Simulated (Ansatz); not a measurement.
# GeSe: the cost of one run

Program: Ansatz 0.2.0. Level of theory: DFT, PBE, plane-wave PAW, default files, scalar-relativistic. These are calculated values, not measurements.

1 further run of the same task is left out (it didn't finish).

## 1. The starting structure

The structure is orthorhombic, space group Pnma (No. 62). Conventional cell: a = 10.820 Å, b = 3.850 Å, c = 4.400 Å, α = 90.00°, β = 90.00°, γ = 90.00°. Ge (site symmetry m) has 3 Se at 2.57 to 2.59 Å as nearest neighbours. Se (site symmetry m) is surrounded by 3 Ge at 2.57 to 2.59 Å.

Coordinates:

```
CELL_PARAMETERS angstrom
10.82000 0.00000 0.00000
0.00000 3.85000 0.00000
0.00000 0.00000 4.40000
ATOMIC_POSITIONS crystal
Ge 0.12100 0.25000 0.11100
Ge 0.87900 0.75000 0.88900
Ge 0.37900 0.75000 0.61100
Ge 0.62100 0.25000 0.38900
Se 0.85400 0.25000 0.50000
Se 0.14600 0.75000 0.50000
Se 0.64600 0.75000 0.00000
Se 0.35400 0.25000 0.00000
```

The earlier run gave: gap on the mesh 0.73 eV, largest force 0.077 eV/Å, pressure 2.1 GPa.

The printed gradients, by site:

| site | atoms | first shell | V_zz (10²¹ V/m²) | η | C_Q (MHz) |
| --- | --- | --- | --- | --- | --- |
| Ge | 1, 2, 3, 4 | 3 Se at 2.57–2.59 Å; also 2 Se at 3.32 Å | -6.28 | 0.21 | 29.8 (⁷³Ge) |
| Se | 5, 6, 7, 8 | 3 Ge at 2.57–2.59 Å; also 2 Ge at 3.32 Å | -9.02 | 0.05 | – |

C_Q = eQV_zz/h, which is 24.18 MHz for Q = 1 b and V_zz = 10²¹ V/m²; η = (V_xx − V_yy)/V_zz. Quadrupole moments are those of Pyykkö's year-2017 table. A dash under C_Q marks elements without a common quadrupolar isotope.

## 2. Z stretched by -3 %, ions relaxed

Input file input.yaml:

```yaml
crystal:
  lattice:
    - [10.82, 0.0, 0.0]
    - [0.0, 3.85, 0.0]
    - [0.0, 0.0, 4.268]
  atoms:
    - { symbol: Ge, position: [0.1200870548, 0.25, 0.1156286254] }
    - { symbol: Ge, position: [0.8799129452, 0.75, 0.8843713746] }
    - { symbol: Ge, position: [0.3799129452, 0.75, 0.6156286254] }
    - { symbol: Ge, position: [0.6200870548, 0.25, 0.3843713746] }
    - { symbol: Se, position: [0.8546925871, 0.25, 0.4940705378] }
    - { symbol: Se, position: [0.1453074129, 0.75, 0.5059294622] }
    - { symbol: Se, position: [0.6453074129, 0.75, -0.0059294622] }
    - { symbol: Se, position: [0.3546925871, 0.25, 0.0059294622] }
kpoints:
  mp_grid: { grid: [4, 11, 10] }
scf:
  occupations: { method: fermi_dirac, width: 0.02 }
hamiltonian:
  xc: pbe
  pseudopotentials: { kind: paw }
output:
  forces: true
  stress: true
  populations: true
  efg: { quadrupole_moments_barn: { Ge: -0.196 }, contact_densities: true }
relax:
  f_tol: 0.02
  max_steps: 60
```

The run is started by

```
$ ansatz run input.yaml --threads 1 --pin off --max-ram 3072MiB --backend cpu --events-out ev --progress --plain --runs-dir out
```

Q: Estimate wall time and peak memory on 1 thread of Intel Xeon 6975P-C (Granite Rapids), shared host.

About 3.3 min, with a peak of 1.3 GiB.
